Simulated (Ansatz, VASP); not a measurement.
## One calculation of Mo, two programs

```
Mo
1.0
    -1.58381    1.58381    1.58381
     1.58381   -1.58381    1.58381
     1.58381    1.58381   -1.58381
Mo
1
Cartesian
  0.0000 0.0000 0.0000
```

Alike in both runs: task single point; functional r2SCAN; k mesh 8 × 8 × 8; occupations gaussian, width 0.1 eV; no spin polarisation.

|  | VASP | Ansatz |
| --- | --- | --- |
| version | VASP 6.6.1 | Ansatz 0.2.0 |
| potentials or method | VASP PAW PBE potentials, release 64 (Mo_sv) | scalar-relativistic, plane waves, PAW |
| plane-wave cutoff (eV) | 520 | 500 |
| valence electrons in the cell | 14 | 14 |

|  | VASP | Ansatz | Ansatz less VASP |
| --- | --- | --- | --- |
| gap on the k mesh at the Fermi level (eV) | none | none | - |
| pressure (GPa) | -2.1 | -3.2 | -1.07 |

A gap of «none» marks a metal or a gap that the smearing closes.

Caveats: the PAW data sets were made with another functional, which shifts forces and pressure a little (VASP).
